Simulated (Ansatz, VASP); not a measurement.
One calculation of Sr, two programs

INCAR

```
SYSTEM = Sr
PREC = Accurate ; ENCUT = 520
EDIFF = 1E-8 ; ISMEAR = -1
SIGMA = 0.08 ; LREAL = .FALSE.
LASPH = .TRUE. ; NELM = 60
ALGO = Normal ; ISIF = 2
LWAVE = .FALSE. ; LCHARG = .FALSE.
GGA = CA ; LEFG = .TRUE.
NBANDS = 11
```

KPOINTS

```
Automatic mesh
0
G
  10 10 10
  0 0 0
```

Contents of POSCAR:

```
Sr
1.0
    0.0000000000      3.0524575493      3.0524575493
    3.0524575493      0.0000000000      3.0524575493
    3.0524575493      3.0524575493      0.0000000000
Sr
1
Direct
    0.0000000000      0.0000000000      0.0000000000
```

Input for Ansatz:

```yaml
crystal:
  lattice:
    - [0.0, 3.0524575493, 3.0524575493]
    - [3.0524575493, 0.0, 3.0524575493]
    - [3.0524575493, 3.0524575493, 0.0]
  atoms:
    - { symbol: Sr, position: [0.0, 0.0, 0.0] }
kpoints:
  mp_grid: { grid: [10, 10, 10] }
scf:
  occupations: { method: fermi_dirac, width: 0.08 }
hamiltonian:
  xc: lda
  pseudopotentials: { kind: paw }
output:
  forces: true
  stress: true
  eigenvalues: true
  efg: { contact_densities: true }
  write_density: true
  write_potential: true
  elf: true
  volumetric_format: npy
```

Change from the starting cell: volume scaled by 1.01, PAW files.

Alike in both runs: task electric field gradients; functional LDA; k mesh 10 × 10 × 10; occupations fermi-dirac, width 0.08 eV; no spin polarisation.

|  | VASP | Ansatz |
| --- | --- | --- |
| version | VASP 6.6.1 | Ansatz 0.2.0 |
| potentials or method | VASP PAW LDA potentials, release 64 (Sr_sv) | PAW with Ansatz's default frozen-core files, scalar-relativistic |
| plane-wave cutoff (eV) | 520 | 420 |
| valence electrons in the cell | 10 | 10 |

```tsv
	VASP	Ansatz	Ansatz less VASP
pressure (GPa)	-1.6	-1.6	+0.01
Vzz of the field gradient on the site that differs most (V/Å²)	0.0	0.0	0.00
```

Ansatz warned: «gradients_without_spin_orbit».
